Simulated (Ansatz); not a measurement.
**GaS under strain — Ga-71 nuclear quadrupole resonance**

Cell: a COD entry, relaxed with PBE at fixed cell and then changed (z compressed by 3 %, ions relaxed).

```
Ga S
1.0
     3.58500    0.00000    0.00000
    -1.79250    3.10470    0.00000
     0.00000    0.00000   15.03500
Ga S
4 4
Direct
  0.33333 0.66667 0.16908
  0.66667 0.33333 0.66908
  0.33333 0.66667 0.33092
  0.66667 0.33333 0.83092
  0.33333 0.66667 0.59716
  0.66667 0.33333 0.09716
  0.33333 0.66667 0.90284
  0.66667 0.33333 0.40284
```

Atoms are numbered from 1 in the order listed; like atoms form one site, named after its first atom.

Method: Kohn–Sham DFT in Ansatz, PBE, plane waves and PAW, scalar-relativistic, 420 eV cutoff, Γ-centred 14×14×3 k-points, Fermi–Dirac smearing 0.02 eV.

Ga-71: I = 3/2, Q = 107.0 mb (year-2017 value). Static lattice, zero field.

Q: Predict the zero-field Ga-71 lines of each site.

A: For I = 3/2 there is one line, ν = (|C_Q|/2)(1 + η²/3)^½.

| site | atoms | V_zz (10²¹ V/m²) | C_Q (MHz) | η | line frequencies (MHz) |
| --- | --- | --- | --- | --- | --- |
| Ga | 1, 2, 3, 4 | -7.96 | -20.6 | 0.00 | 10.3 |

Q: And for 69Ga (I = 3/2, Q = 171.0 mb) on Ga?

A: C_Q scales with Q to -32.9 MHz, with lines at 16.5 MHz.

An axis of threefold or higher order runs through Ga, so V_zz lies along it and η is zero.
